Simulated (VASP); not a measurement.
# Ta3N5 (Cmcm) in VASP: notebook

Runs on Ta3N5. Level: PBEsol. Tasks: relaxation of cell and atoms.

Everything below comes from runs of VASP 6.6.1. Logs are shortened: lines on timing, memory, paths and dates and some standing lists are left out, and cuts for length are marked.

### 1 The crystal as given

It takes space group Cmcm (No. 63, orthorhombic). Conventional cell: a = 3.886 Å, b = 10.212 Å, c = 10.262 Å, α = 90.00°, β = 90.00°, γ = 90.00°. Around Ta (site symmetry m2m) lie 6 N at 2.04 to 2.14 Å. Ta (site symmetry m) is surrounded by 6 N at 1.96 to 2.24 Å. Around N (site symmetry m2m) lie 4 Ta at 2.06 to 2.22 Å. N (site symmetry m) has 3 Ta at 1.96 to 2.04 Å as nearest neighbours. Around N (site symmetry m) lie 4 Ta at 2.03 to 2.24 Å.

### 2 Relaxation of cell and atoms, PBEsol

File INCAR:

```
PREC     = Accurate       # precision mode
ENCUT    = 600            # plane-wave cutoff, eV
EDIFF    = 1E-6           # SCF threshold, eV
ISMEAR   = 0              # smearing method
SIGMA    = 0.03           # smearing width, eV
LREAL    = F              # projectors in reciprocal space
LASPH    = T              # aspherical terms in the spheres
NELM     = 80             # most SCF steps
ALGO     = Normal         # electronic algorithm
ISIF     = 3              # what is computed and relaxed
LWAVE    = F              # write WAVECAR
LCHARG   = F              # write CHGCAR
GGA      = PS             # functional
IBRION   = 2              # ionic algorithm
NSW      = 90             # ionic steps
EDIFFG   = -0.01          # ionic threshold
KPAR     = 8
```

File KPOINTS:

```
Automatic mesh
0
Gamma
  8 8 4
```

File POSCAR:

```
Ta3N5
1.0
    1.9431000000     -5.1059000000      0.0000000000
    1.9431000000      5.1059000000      0.0000000000
    0.0000000000      0.0000000000     10.2624000000
Ta N
6 10
Direct
    0.8029000000      0.1971000000      0.2500000000
    0.1971000000      0.8029000000      0.7500000000
    0.8654500000      0.1345500000      0.5590600000
    0.1345500000      0.8654500000      0.0590600000
    0.1345500000      0.8654500000      0.4409400000
    0.8654500000      0.1345500000      0.9409400000
    0.2367800000      0.7632200000      0.2500000000
    0.7632200000      0.2367800000      0.7500000000
    0.9529900000      0.0470100000      0.1194900000
    0.0470100000      0.9529900000      0.6194900000
    0.0470100000      0.9529900000      0.8805100000
    0.9529900000      0.0470100000      0.3805100000
    0.6913800000      0.3086200000      0.0737800000
    0.3086200000      0.6913800000      0.5737800000
    0.3086200000      0.6913800000      0.9262200000
    0.6913800000      0.3086200000      0.4262200000
```

Potentials or basis: VASP PAW PBE potentials, release 64 (Ta_pv, N).

Started as:

```sh
> cat potpaw_PBE.64/Ta_pv/POTCAR potpaw_PBE.64/N/POTCAR > POTCAR
> mpirun -np 8 vasp_std > vasp.out
```

OUTCAR:

```text
PREC = Accurate
   ENCUT = 600
   EDIFF = 1E-6
   ISMEAR = 0
   LREAL = F
   LASPH = T
   NELM = 80
   ISIF = 3
   GGA = PS
   IBRION = 2
   NSW = 90
   EDIFFG = -0.01

 ion  position               nearest neighbor table
   1  0.803  0.197  0.250-   9 2.04  12 2.04   7 2.06   7 2.06  16 2.14  13 2.14   6 3.24   3 3.24
                             4 3.25   4 3.25   5 3.25   5 3.25
   2  0.197  0.803  0.750-  10 2.04  11 2.04   8 2.06   8 2.06  15 2.14  14 2.14   5 3.24   4 3.24
                             3 3.25   3 3.25   6 3.25   6 3.25
   3  0.865  0.135  0.559-  10 1.96  14 2.03  14 2.03  12 2.04   8 2.22  16 2.24   5 3.00   1 3.24
                             2 3.25   2 3.25   5 3.29   5 3.29
   4  0.135  0.865  0.059-   9 1.96  13 2.03  13 2.03  11 2.04   7 2.22  15 2.24   6 3.00   2 3.24
                             1 3.25   1 3.25   6 3.29   6 3.29
   5  0.135  0.865  0.441-  12 1.96  16 2.03  16 2.03  10 2.04   7 2.22  14 2.24   3 3.00   2 3.24
                             1 3.25   1 3.25   3 3.29   3 3.29
   6  0.865  0.135  0.941-  11 1.96  15 2.03  15 2.03   9 2.04   8 2.22  13 2.24   4 3.00   1 3.24
                             2 3.25   2 3.25   4 3.29   4 3.29
   7  0.237  0.763  0.250-   1 2.06   1 2.06   5 2.22   4 2.22
   8  0.763  0.237  0.750-   2 2.06   2 2.06   6 2.22   3 2.22
   9  0.953  0.047  0.119-   4 1.96   1 2.04   6 2.04
  10  0.047  0.953  0.619-   3 1.96   2 2.04   5 2.04
  11  0.047  0.953  0.881-   6 1.96   2 2.04   4 2.04
  12  0.953  0.047  0.381-   5 1.96   1 2.04   3 2.04
  13  0.691  0.309  0.074-   4 2.03   4 2.03   1 2.14   6 2.24
  14  0.309  0.691  0.574-   3 2.03   3 2.03   2 2.14   5 2.24
  15  0.309  0.691  0.926-   6 2.03   6 2.03   2 2.14   4 2.24
  16  0.691  0.309  0.426-   5 2.03   5 2.03   1 2.14   3 2.24

  LATTYP: Found a base centered orthorhombic cell.
 ALAT       =     3.8862000000
 B/A-ratio  =     2.6277083012
 C/A-ratio  =     2.6407287324

  Lattice vectors:

 A1 = (   1.9431000000,  -5.1059000000,   0.0000000000)
 A2 = (   1.9431000000,   5.1059000000,   0.0000000000)
 A3 = (   0.0000000000,   0.0000000000,  10.2624000000)

Analysis of symmetry for initial positions (statically):
=====================================================================
 Subroutine PRICEL returns:
 Original cell was already a primitive cell.

 Routine SETGRP: Setting up the symmetry group for a
 base centered orthorhombic supercell.

 Subroutine GETGRP returns: Found  8 space group operations
 (whereof  4 operations were pure point group operations)
 out of a pool of  8 trial point group operations.

The static configuration has the point symmetry C_2h.
 The point group associated with its full space group is D_2h.

Analysis of symmetry for dynamics (positions and initial velocities):
=====================================================================
 Subroutine PRICEL returns:
 Original cell was already a primitive cell.

 Routine SETGRP: Setting up the symmetry group for a
 base centered orthorhombic supercell.

 Subroutine GETGRP returns: Found  8 space group operations
 (whereof  4 operations were pure point group operations)
 out of a pool of  8 trial point group operations.

The dynamic configuration has the point symmetry C_2h.
 The point group associated with its full space group is D_2h.

 Subroutine INISYM returns: Found  8 space group operations
 (whereof  4 operations are pure point group operations),
 and found     1 'primitive' translations

----------------------------------------------------------------------------------------

                                     Primitive cell

  volume of cell :     203.6322

  direct lattice vectors                    reciprocal lattice vectors
     1.943100000 -5.105900000  0.000000000     0.257320776 -0.097925929  0.000000000
     1.943100000  5.105900000  0.000000000     0.257320776  0.097925929  0.000000000
     0.000000000  0.000000000 10.262400000     0.000000000  0.000000000  0.097443093

  length of vectors
     5.463135768  5.463135768 10.262400000     0.275324298  0.275324298  0.097443093

  position of ions in fractional coordinates (direct lattice)
     0.802900000  0.197100000  0.250000000
     0.197100000  0.802900000  0.750000000
     0.865450000  0.134550000  0.559060000
     0.134550000  0.865450000  0.059060000
[... 55 lines left out ...]

 Found     63 irreducible k-points:

 Following reciprocal coordinates:
            Coordinates               Weight
  0.000000  0.000000  0.000000      1.000000
  0.125000 -0.000000  0.000000      4.000000
  0.250000 -0.000000  0.000000      4.000000
  0.375000  0.000000  0.000000      4.000000
  0.500000 -0.000000  0.000000      2.000000
  0.125000  0.125000  0.000000      2.000000
[... 16 lines left out ...]
  0.125000 -0.000000  0.250000      8.000000
  0.250000 -0.000000  0.250000      8.000000
 [... further k-points ...]
   k-points           NKPTS =     63   k-points in BZ     NKDIM =     63   number of bands    NBANDS=     69
   number of dos      NEDOS =    301   number of ions     NIONS =     16
   total plane-waves  NPLWV = 193536
   dimension x,y,z NGX =    48 NGY =   48 NGZ =   84
   dimension x,y,z NGXF=    96 NGYF=   96 NGZF=  168
   ions per type =               6  10
   NGX,Y,Z   is equivalent  to a cutoff of  14.61, 14.61, 13.61 a.u.
   NGXF,Y,Z  is equivalent  to a cutoff of  29.21, 29.21, 27.22 a.u.
 SYSTEM =  unknown system
   PREC   = accura    normal or accurate (medium, high low for compatibility)
   ISTART =      0    job   : 0-new  1-cont  2-samecut
   ICHARG =      2    charge: 1-file 2-atom 10-const
   ISPIN  =      1    spin polarized calculation?
   LNONCOLLINEAR =      F non collinear calculations
   LSORBIT =      F    spin-orbit coupling
   LASPH  =      T    aspherical Exc in radial PAW
   ENCUT  =  600.0 eV  44.10 Ry    6.64 a.u.  10.91 10.91 20.50*2*pi/ulx,y,z
   NELM   =     80;   NELMIN=  2; NELMDL= -5     # of ELM steps
   EDIFF  = 0.1E-05   stopping-criterion for ELM
   LREAL  =      F    real-space projection
   EDIFFG = -.1E-01   stopping-criterion for IOM
   NSW    =     90    number of steps for IOM
   IBRION =      2    ionic relax: 0-MD 1-quasi-New 2-CG
   NFREE  =      1    steps in history (QN), initial steepest desc. (CG)
   ISIF   =      3    stress and relaxation
   ISYM   =      2    0-nonsym 1-usesym 2-fastsym
   POTIM  = 0.5000    time-step for ionic-motion
   TEBEG  =    0.0;   TEEND  =   0.0 temperature during run
   PSTRESS=    0.0 pullay stress
   NELECT =     116.0000    total number of electrons
   NUPDOWN=      -1.0000    fix difference up-down
   EMIN   =  10.00;   EMAX   =-10.00  energy-range for DOS
   EFERMI =   0.00;   METHOD = LEGACY
   ISMEAR =     0;   SIGMA  =   0.03  broadening in eV -4-tet -1-fermi 0-gaus
   EFERMI_NEDOS =   21; number of points for ismear=-14 and -15
   IALGO  =     38    algorithm
   IMIX   =      4    mixing-type and parameters
     AMIX     =   0.40;   BMIX     =  1.00
     AMIX_MAG =   1.60;   BMIX_MAG =  1.00
  volume/ion in A,a.u.               =      12.73        85.89
  Fermi-wavevector in a.u.,A,eV,Ry     =   1.357101  2.564548 25.058148  1.841722
  Thomas-Fermi vector in A             =   2.484048
   LORBIT       =      0    0 simple, 1 ext, 2 COOP (PROOUT), +10 PAW based schemes
   GGA     = PS    functional components
   LHFCALC =     F    Hartree Fock is set to
   AEXX    =    0.0000 exact exchange contribution
   IVDW    =     0    specifies the selected vdW correction
   LEPSILON=     F    determine dielectric tensor
   LRPA    =     F    only Hartree local field effects (RPA)
 conjugate gradient relaxation of ions
 non-spin polarized calculation
 Gauss-broadening in eV      SIGMA  =   0.03
  energy-cutoff  :      600.00
  volume of cell :      203.63
 maximum number of plane-waves:      6840
 NGX is ok and might be reduce to    48
   NGX = 21   NGY = 21   NGZ = 41

--------------------------------------- Ionic step        1  -------------------------------------------

 number of electron     116.0000009 magnetization

 Free energy of the ion-electron system (eV)
  ---------------------------------------------------
  ext. energy  EPLUGINS =         0.00000000
  ---------------------------------------------------
  free energy    TOTEN  =      -179.43996620 eV

  energy without entropy =     -179.43996620  energy(sigma->0) =     -179.43996620

------------------------ aborting loop because EDIFF is reached ----------------------------------------

  FORCE on cell =-STRESS in cart. coord.  units (eV):
  Direction    XX          YY          ZZ          XY          YZ          ZX
  --------------------------------------------------------------------------------------
  -------------------------------------------------------------------------------------
  Total       -0.8553469      0.1278911     -0.4123912      0.0000000      0.0000000      0.0000000
  in kB       -6.7298671      1.0062465     -3.2446931      0.0000000      0.0000000      0.0000000
  external PRESSURE =      -2.9894379 kB  Pullay stress =       0.0000000 kB
[... 131 lines left out ...]
  FREE ENERGIE OF THE ION-ELECTRON SYSTEM (eV)
  ---------------------------------------------------
  free  energy   TOTEN  =      -179.4431187879 eV

  energy  without entropy=     -179.4431187879  energy(sigma->0) =     -179.44311879

[... ionic steps 4 to 10 ...]

--------------------------------------- Ionic step       11  -------------------------------------------

 number of electron     116.0000006 magnetization

------------------------ aborting loop because EDIFF is reached ----------------------------------------
[... 95 lines left out ...]
--------------------------------------- Ionic step       13  -------------------------------------------

 number of electron     116.0000006 magnetization

 Free energy of the ion-electron system (eV)
  ---------------------------------------------------
  ext. energy  EPLUGINS =         0.00000000
  ---------------------------------------------------
  free energy    TOTEN  =      -179.44637797 eV

  energy without entropy =     -179.44637797  energy(sigma->0) =     -179.44637797

 E-fermi :   3.9856     XC(G=0): -11.4515

 val. band max:        3.8521809923   @ k =   0.1250   0.1250   0.0000
 cond. band min:       4.9784589179   @ k =   0.5000   0.5000   0.0000
 fundamental gap:      1.1262779257
 Fermi energy:         3.9856069836

 k-point     1 :       0.0000    0.0000    0.0000
  band No.  band energies     occupation
      1     -31.0172      2.00000
      2     -31.0013      2.00000
      3     -30.9704      2.00000
      4     -30.8517      2.00000
      5     -30.8406      2.00000
      6     -30.8384      2.00000
[... 1717 lines left out ...]
     68       7.4056      0.00000
     69       7.5467      0.00000

 [... further k-points ...]

------------------------ aborting loop because EDIFF is reached ----------------------------------------

  FORCE on cell =-STRESS in cart. coord.  units (eV):
  Direction    XX          YY          ZZ          XY          YZ          ZX
  --------------------------------------------------------------------------------------
  -------------------------------------------------------------------------------------
  Total        0.0055842     -0.0543770      0.0069591      0.0000000      0.0000000      0.0000000
  in kB        0.0440120     -0.4285740      0.0548487      0.0000000      0.0000000      0.0000000
  external PRESSURE =      -0.1099044 kB  Pullay stress =       0.0000000 kB
[... 31 lines left out ...]
  FREE ENERGIE OF THE ION-ELECTRON SYSTEM (eV)
  ---------------------------------------------------
  free  energy   TOTEN  =      -179.4463779670 eV

  energy  without entropy=     -179.4463779670  energy(sigma->0) =     -179.44637797

 reached required accuracy - stopping structural energy minimisation
```

It took 18 min on 8 MPI ranks of Intel Xeon Platinum 8488C (Sapphire Rapids), shared host; peak memory 1 GiB.

Results:

- Free energy: -179.4464 eV
- Relaxed volume: 12.71 Å³/atom
- Relaxed cell: a = 5.468 Å, b = 5.468 Å, c = 10.242 Å, α = 90.00°, β = 90.00°, γ = 138.41°
- Space group after relaxing (to 0.05 Å): Cmcm (No. 63)
- Energy gained by relaxing: 0.4 meV/atom
- Ionic steps: 13
- Pressure after relaxing: 0.0 GPa
- Largest force after relaxing: 0.009 eV/Å
- Band gap on the k mesh: 1.13 eV, indirect (least direct gap 1.38 eV)

Forces on the atoms (eV/Å):
```
Ta   0.000  0.001  0.000
Ta   0.000 -0.001  0.000
Ta   0.000  0.001  0.005
Ta   0.000 -0.001  0.005
Ta   0.000 -0.001 -0.005
Ta   0.000  0.001 -0.005
N    0.000  0.007  0.000
N    0.000 -0.007  0.000
N    0.000 -0.003  0.007
N    0.000  0.003  0.007
N    0.000  0.003 -0.007
N    0.000 -0.003 -0.007
N    0.000  0.003  0.008
N    0.000 -0.003  0.008
N    0.000 -0.003 -0.008
N    0.000  0.003 -0.008
```

The path:
```
step  energy change (eV)  largest force (eV/Å)  pressure (GPa)  volume (Å³)
   1              0.0000                0.1928           -0.30       203.63
   2             -0.0016                0.1492            0.53       202.93
   3             -0.0032                0.0917            0.20       203.22
   4             -0.0051                0.0731           -0.06       203.38
   5             -0.0051                0.0738           -0.07       203.38
   6             -0.0056                0.0522           -0.07       203.31
   7             -0.0057                0.0416           -0.07       203.33
   8             -0.0060                0.0275            0.16       203.16
   9             -0.0060                0.0284            0.18       203.15
  10             -0.0063                0.0182            0.11       203.20
  11             -0.0064                0.0144            0.00       203.28
  12             -0.0064                0.0137            0.00       203.28
  13             -0.0064                0.0087           -0.01       203.28
```

Final structure:
```yaml
crystal:
  lattice:
    - [1.94136, -5.11195, 0.00000]
    - [1.94136, 5.11195, 0.00000]
    - [0.00000, 0.00000, 10.24185]
  atoms:
    - { symbol: Ta, position: [0.80111, 0.19889, 0.25000] }
    - { symbol: Ta, position: [0.19889, 0.80111, 0.75000] }
    - { symbol: Ta, position: [0.86625, 0.13375, 0.55925] }
    - { symbol: Ta, position: [0.13375, 0.86625, 0.05925] }
    - { symbol: Ta, position: [0.13375, 0.86625, 0.44075] }
    - { symbol: Ta, position: [0.86625, 0.13375, 0.94075] }
    - { symbol: N, position: [0.23585, 0.76415, 0.25000] }
    - { symbol: N, position: [0.76415, 0.23585, 0.75000] }
    - { symbol: N, position: [0.95293, 0.04707, 0.12004] }
    - { symbol: N, position: [0.04707, 0.95293, 0.62004] }
    - { symbol: N, position: [0.04707, 0.95293, 0.87996] }
    - { symbol: N, position: [0.95293, 0.04707, 0.37996] }
    - { symbol: N, position: [0.69120, 0.30880, 0.07316] }
    - { symbol: N, position: [0.30880, 0.69120, 0.57316] }
    - { symbol: N, position: [0.30880, 0.69120, 0.92684] }
    - { symbol: N, position: [0.69120, 0.30880, 0.42684] }
```

Levels at points of the mesh, in eV from the valence-band top:
```tsv
k point	band 56	band 57	band 58	band 59	band 60	band 61
(0.00, 0.00, 0.00)	-0.56	-0.32	-0.05	1.37	1.64	2.03
(0.50, 0.00, 0.00)	-1.10	-0.62	-0.44	1.67	1.72	2.58
(0.50, 0.50, 0.00)	-0.99	-0.82	-0.35	1.13	1.84	2.23
(0.00, 0.00, 0.50)	-0.77	-0.59	-0.59	1.53	1.53	2.43
(0.50, 0.00, 0.50)	-0.81	-0.58	-0.58	1.87	1.87	2.65
(0.50, 0.50, 0.50)	-1.25	-0.63	-0.63	1.52	1.52	2.61
```

Caveat: the PAW data sets were made with another functional, which shifts forces and pressure a little; spin-orbit coupling is left out, which moves the levels of the heavy elements. A k mesh can miss the band edges.

(Continued in part 2 of 2.)
